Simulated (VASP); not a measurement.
# GaN (P6_3mc) in VASP: band structure with HSE06

Aim: the band structure of GaN with HSE06.

All numbers are computed with VASP 6.6.1; they aren't measurements. Logs are shortened: lines on timing, memory, paths and dates and some standing lists are left out, and cuts for length are marked.

**Measured values to compare with.**

From “Studying electronic properties in GaN without electrical contacts using γ-γ vs e−-γ Perturbed Angular Correlations”, 2019, pmc:6823545, for a bulk crystal of GaN: band gap 3.503 ± 0.005 eV (direct).

The results are compared with them further down.

## 1. Starting point

It takes space group P6_3mc (No. 186, hexagonal). Conventional cell: a = 3.181 Å, b = 3.181 Å, c = 5.181 Å, α = 90.00°, β = 90.00°, γ = 120.00°. Around Ga (site symmetry 3m) lie 4 N at 1.94 to 1.95 Å. N (site symmetry 3m) has 4 Ga at 1.94 to 1.95 Å as nearest neighbours.

The cell is a database's computed one.

## 2. Band structure, HSE06

Contents of POSCAR:

```
GaN
1.0
    3.1806700000      0.0000000000      0.0000000000
   -1.5903300000      2.7545400000      0.0000000000
    0.0000000000      0.0000000000      5.1815000000
Ga N
2 2
Direct
    0.6666700000      0.3333300000      0.4991600000
    0.3333300000      0.6666700000      0.9991600000
    0.6666700000      0.3333300000      0.8758400000
    0.3333300000      0.6666700000      0.3758400000
```

Contents of INCAR.step1:

```
PREC     = Accurate       # precision mode
ENCUT    = 520            # plane-wave cutoff, eV
EDIFF    = 1E-5           # SCF threshold, eV
ISMEAR   = 0              # smearing method
SIGMA    = 0.02           # smearing width, eV
LREAL    = False          # projectors in reciprocal space
LASPH    = True           # aspherical terms in the spheres
NELM     = 80             # most SCF steps
ALGO     = Normal         # electronic algorithm
ISIF     = 2              # what is computed and relaxed
LWAVE    = True           # write WAVECAR
LCHARG   = False          # write CHGCAR
NBANDS   = 26             # bands
GGA      = PE             # functional
```

Contents of INCAR.step2:

```
PREC     = Accurate       # precision mode
ENCUT    = 520            # plane-wave cutoff, eV
EDIFF    = 1E-6           # SCF threshold, eV
ISMEAR   = 0              # smearing method
SIGMA    = 0.02           # smearing width, eV
LREAL    = False          # projectors in reciprocal space
LASPH    = True           # aspherical terms in the spheres
NELM     = 80             # most SCF steps
ALGO     = Normal         # electronic algorithm
ISIF     = 2              # what is computed and relaxed
LWAVE    = False          # write WAVECAR
LCHARG   = False          # write CHGCAR
GGA      = PE             # functional
LHFCALC  = True           # exact exchange
HFSCREEN = 0.2            # screening, 1/A
PRECFOCK = Fast         
NBANDS   = 26             # bands
ISTART   = 1
```

Contents of KPOINTS:

```
regular mesh
0
Gamma
  6 6 4
```

Contents of KPOINTS_OPT:

```
path GMKGALHA,LM,KH
8
line-mode
reciprocal
 0.0000000000  0.0000000000  0.0000000000  G
 0.5000000000  0.0000000000  0.0000000000  M

 0.5000000000  0.0000000000  0.0000000000  M
 0.3333333333  0.3333333333  0.0000000000  K

 0.3333333333  0.3333333333  0.0000000000  K
 0.0000000000  0.0000000000  0.0000000000  G

 0.0000000000  0.0000000000  0.0000000000  G
 0.0000000000  0.0000000000  0.5000000000  A

 0.0000000000  0.0000000000  0.5000000000  A
 0.5000000000  0.0000000000  0.5000000000  L

 0.5000000000  0.0000000000  0.5000000000  L
 0.3333333333  0.3333333333  0.5000000000  H

 0.3333333333  0.3333333333  0.5000000000  H
 0.0000000000  0.0000000000  0.5000000000  A

 0.5000000000  0.0000000000  0.5000000000  L
 0.5000000000  0.0000000000  0.0000000000  M

 0.3333333333  0.3333333333  0.0000000000  K
 0.3333333333  0.3333333333  0.5000000000  H
```

Potentials or basis: VASP PAW PBE potentials, release 64 (Ga_d, N).

Command:

```
> cat potpaw_PBE.64/Ga_d/POTCAR potpaw_PBE.64/N/POTCAR > POTCAR
> cp INCAR.step1 INCAR
> mpirun -np 1 vasp_std > vasp.out
> cp INCAR.step2 INCAR
> mpirun -np 1 vasp_std > vasp.out
```

OUTCAR:

```text
PREC = Accurate
   ENCUT = 520
   EDIFF = 1E-6
   ISMEAR = 0
   LREAL = False
   LASPH = True
   NELM = 80
   ISIF = 2
   GGA = PE
   LHFCALC = True
   HFSCREEN = 0.2
   PRECFOCK = Fast
   ISTART = 1

 ion  position               nearest neighbor table
   1  0.667  0.333  0.499-   4 1.94   4 1.94   4 1.94   3 1.95
   2  0.333  0.667  0.999-   3 1.94   3 1.94   3 1.94   4 1.95
   3  0.667  0.333  0.876-   2 1.94   2 1.94   2 1.94   1 1.95
   4  0.333  0.667  0.376-   1 1.94   1 1.94   1 1.94   2 1.95

  LATTYP: Found a hexagonal cell.
 ALAT       =     3.1806700000
 C/A-ratio  =     1.6290592863

  Lattice vectors:

 A1 = (   3.1806700000,   0.0000000000,   0.0000000000)
 A2 = (  -1.5903300000,   2.7545400000,   0.0000000000)
 A3 = (   0.0000000000,   0.0000000000,   5.1815000000)

Analysis of symmetry for initial positions (statically):
=====================================================================
 Subroutine PRICEL returns:
 Original cell was already a primitive cell.

 Routine SETGRP: Setting up the symmetry group for a
 hexagonal supercell.

 Subroutine GETGRP returns: Found  4 space group operations
 (whereof  2 operations were pure point group operations)
 out of a pool of 24 trial point group operations.

The static configuration has the point symmetry C_1h.
 The point group associated with its full space group is C_2v.

Analysis of symmetry for dynamics (positions and initial velocities):
=====================================================================
 Subroutine PRICEL returns:
 Original cell was already a primitive cell.

 Routine SETGRP: Setting up the symmetry group for a
 hexagonal supercell.

 Subroutine GETGRP returns: Found  4 space group operations
 (whereof  2 operations were pure point group operations)
 out of a pool of 24 trial point group operations.

The dynamic configuration has the point symmetry C_1h.
 The point group associated with its full space group is C_2v.

 Subroutine INISYM returns: Found  4 space group operations
 (whereof  2 operations are pure point group operations),
 and found     1 'primitive' translations

----------------------------------------------------------------------------------------

[... 95 lines left out ...]
   NELM   =     80;   NELMIN=  2; NELMDL=  0     # of ELM steps
   EDIFF  = 0.1E-05   stopping-criterion for ELM
   LREAL  =      F    real-space projection
   EDIFFG = 0.1E-04   stopping-criterion for IOM
   NSW    =      0    number of steps for IOM
   IBRION =     -1    ionic relax: 0-MD 1-quasi-New 2-CG
   NFREE  =      0    steps in history (QN), initial steepest desc. (CG)
   ISIF   =      2    stress and relaxation
   ISYM   =      3    0-nonsym 1-usesym 2-fastsym
   POTIM  = 0.5000    time-step for ionic-motion
   TEBEG  =    0.0;   TEEND  =   0.0 temperature during run
   PSTRESS=    0.0 pullay stress
   NELECT =      36.0000    total number of electrons
   NUPDOWN=      -1.0000    fix difference up-down
   EMIN   =  10.00;   EMAX   =-10.00  energy-range for DOS
   EFERMI =   0.00;   METHOD = LEGACY
   ISMEAR =     0;   SIGMA  =   0.02  broadening in eV -4-tet -1-fermi 0-gaus
   EFERMI_NEDOS =   21; number of points for ismear=-14 and -15
   IALGO  =     38    algorithm
   IMIX   =      1    mixing-type and parameters
     AMIX     =   0.40;   BMIX     =  1.00
     AMIX_MAG =   1.60;   BMIX_MAG =  1.00
  volume/ion in A,a.u.               =      11.35        76.59
  Fermi-wavevector in a.u.,A,eV,Ry     =   1.515309  2.863519 31.241181  2.296162
  Thomas-Fermi vector in A             =   2.624850
   LORBIT       =      0    0 simple, 1 ext, 2 COOP (PROOUT), +10 PAW based schemes
   GGA     = PE    functional components
   LHFCALC =     T    Hartree Fock is set to
   PRECFOCK=fast      Normal, Fast or Accurate (Low or Medium for compatibility)
   ENCUT4O =  -1.0   cutoff for four orbital integrals eV
   NKREDX  =     1    reduce k-point grid by
   NKREDY  =     1    reduce k-point grid by
   NKREDZ  =     1    reduce k-point grid by
   AEXX    =    0.2500 exact exchange contribution
   HFSCREEN=    0.2000 screening length (either q_TF or 0.3 A-1)
   HFSCREENC=   0.2000 screening length for correlation (either q_TF or 0.3 A-1)
   ENCUTFOCK=  -1.0 apply spherical cutoff to Coloumb kernel
   IVDW    =     0    specifies the selected vdW correction
   LEPSILON=     F    determine dielectric tensor
   LRPA    =     F    only Hartree local field effects (RPA)
 non-spin polarized calculation
 Gauss-broadening in eV      SIGMA  =   0.02
  energy-cutoff  :      520.00
  volume of cell :       45.40
 maximum number of plane-waves:      1248
  NGX = 14; NGY = 14; NGZ = 24

 number of electron      35.9999996 magnetization

 Free energy of the ion-electron system (eV)
  ---------------------------------------------------
  ext. energy  EPLUGINS =         0.00000000
  ---------------------------------------------------
  free energy    TOTEN  =       -29.58294736 eV

  energy without entropy =      -29.58294736  energy(sigma->0) =      -29.58294736

 E-fermi :   4.6954     XC(G=0):  -9.5764

 val. band max:        4.5511186522   @ k =   0.0000   0.0000   0.0000
 cond. band min:       7.7998437915   @ k =   0.0000   0.0000   0.0000
 fundamental gap:      3.2487251393
 Fermi energy:         4.6953761269

 k-point     1 :       0.0000    0.0000    0.0000
  band No.  band energies     occupation
      1     -12.9969      2.00000
      2     -12.3481      2.00000
      3     -11.0235      2.00000
      4     -11.0066      2.00000
      5     -11.0066      2.00000
      6     -10.9456      2.00000
[... 685 lines left out ...]
     25      18.1751      0.00000
     26      19.7638      0.00000

 [... further k-points ...]
[... 5 lines left out ...]
  --------------------------------------------------------------------------------------
  -------------------------------------------------------------------------------------
  Total        0.1128567      0.1121931     -0.0106675     -0.0005745      0.0000000      0.0000000
  in kB        3.9830420      3.9596201     -0.3764855     -0.0202742      0.0000000      0.0000000
  external PRESSURE =       2.5220589 kB  Pullay stress =       0.0000000 kB

 VOLUME and BASIS-vectors are now :
 -----------------------------------------------------------------------------
  energy-cutoff  :      520.00
  volume of cell :       45.40
      direct lattice vectors                 reciprocal lattice vectors
     3.180670000  0.000000000  0.000000000     0.314399167  0.181517941  0.000000000
    -1.590330000  2.754540000  0.000000000     0.000000000  0.363037023  0.000000000
     0.000000000  0.000000000  5.181500000     0.000000000  0.000000000  0.192994307

 POSITION                                       TOTAL-FORCE (eV/Angst)
 -----------------------------------------------------------------------------------
      1.59035      0.91817      2.58640        -0.000400      0.000231     -0.015778
     -0.00001      1.83637      5.17715         0.000400     -0.000231     -0.015778
      1.59035      0.91817      4.53816        -0.000412      0.000238      0.015778
     -0.00001      1.83637      1.94741         0.000412     -0.000238      0.015778
 -----------------------------------------------------------------------------------
    total drift:                                0.000001     -0.000002     -0.000851

  FREE ENERGIE OF THE ION-ELECTRON SYSTEM (eV)
  ---------------------------------------------------
  free  energy   TOTEN  =       -29.5829473626 eV

  energy  without entropy=      -29.5829473626  energy(sigma->0) =      -29.58294736
```

OUTCAR.step1:

```text
PREC = Accurate
   ENCUT = 520
   EDIFF = 1E-5
   ISMEAR = 0
   LREAL = False
[... 928 lines left out ...]
      1.59035      0.91817      2.58640        -0.000403      0.000233      0.003133
     -0.00001      1.83637      5.17715         0.000403     -0.000233      0.003133
      1.59035      0.91817      4.53816        -0.000401      0.000232     -0.003133
     -0.00001      1.83637      1.94741         0.000401     -0.000232     -0.003133
 -----------------------------------------------------------------------------------
    total drift:                               -0.000000     -0.000001     -0.000595

  FREE ENERGIE OF THE ION-ELECTRON SYSTEM (eV)
  ---------------------------------------------------
  free  energy   TOTEN  =       -24.2891913485 eV

  energy  without entropy=      -24.2891913485  energy(sigma->0) =      -24.28919135
```

Run time: 3.2 h. Hardware: 1 thread of AMD EPYC 9R45 (Zen 5), shared host; peak memory 0.35 GiB.

What came out:

| Quantity | Value |
| --- | --- |
| Free energy | -29.5829 eV |
| Pressure | 0.3 GPa |
| Largest force | 0.016 eV/Å |
| Band gap on the k mesh | 3.25 eV, direct |
| Band gap along the path | 3.25 eV, direct |

Forces on the atoms (eV/Å):
```
Ga   0.000  0.000 -0.016
Ga   0.000  0.000 -0.016
N    0.000  0.000  0.016
N    0.000  0.000  0.016
```

Levels at the corners of the path, in eV from the valence-band top:
```
point  band 16  band 17  band 18  band 19  band 20  band 21
    Γ    -0.03     0.00     0.00     3.25     5.76    11.02
    M    -2.97    -2.36    -1.08     6.40     7.03     7.47
    M    -2.97    -2.36    -1.08     6.40     7.03     7.47
    K    -3.22    -3.22    -2.97     6.35     9.69     9.69
    K    -3.22    -3.22    -2.97     6.35     9.69     9.69
    Γ    -0.03     0.00     0.00     3.25     5.76    11.02
    Γ    -0.03     0.00     0.00     3.25     5.76    11.02
    A    -0.58    -0.58    -0.58     5.73     5.73    10.13
    A    -0.58    -0.58    -0.58     5.73     5.73    10.13
    L    -2.11    -2.04    -2.04     5.72     5.72     9.39
    L    -2.11    -2.04    -2.04     5.72     5.72     9.39
    H    -4.54    -1.59    -1.59     7.94     7.94     8.75
    H    -4.54    -1.59    -1.59     7.94     7.94     8.75
    A    -0.58    -0.58    -0.58     5.73     5.73    10.13
    L    -2.11    -2.04    -2.04     5.72     5.72     9.39
    M    -2.97    -2.36    -1.08     6.40     7.03     7.47
    K    -3.22    -3.22    -2.97     6.35     9.69     9.69
    H    -4.54    -1.59    -1.59     7.94     7.94     8.75
```

Caveat: the PAW data sets were made with another functional, which shifts forces and pressure a little.

## 3. Against experiment

Step 2. A measured gap of GaN is 3.503 eV (direct; quoted in “Studying electronic properties in GaN without electrical contacts using γ-γ vs e−-γ Perturbed Angular Correlations”, 2019, pmc:6823545); the calculated 3.25 eV misses it by -0.25 eV. Spin-orbit coupling on Ga is left out. The value is that of HSE06, without temperature or zero-point motion. The cell is a database's relaxed one, not the measured one, which moves gaps too.
